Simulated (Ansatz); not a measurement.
# MgTe (F-43m): the size of the finite step

```
Mg Te
1.0
     0.00000    3.23200    3.23200
     3.23200    0.00000    3.23200
     3.23200    3.23200    0.00000
Mg Te
1 1
Direct
  0.00000 0.00000 0.00000
  0.25000 0.25000 0.25000
```

Unless marked otherwise, the numbers come from r²SCAN, PAW on Ansatz 0.2.0's default frozen-core files (fitted under PBE), scalar-relativistic. k mesh 8×8×8, strains of ±0.005, fixed occupations, cutoff 500 eV. The cell was relaxed by PAW under this functional. The structure is one entry of a database and needn't be the stable phase.

Question: Elastic constants come from stresses at strains of ±0.005 (two-point stencil): C11 = 48.5, C12 = 32.1, C44 = 19.2 GPa. What does an amplitude of 0.08 give?

Answer: C11 = 48.2, C12 = 33.1, C44 = 19.6 GPa. A large step picks up anharmonic terms.

Keep in mind: frozen-core PAW files fitted under PBE, their cores solved anew for the functional of the run; constants at zero field, no piezoelectric stiffening; this zinc-blende form is metastable at ambient conditions.
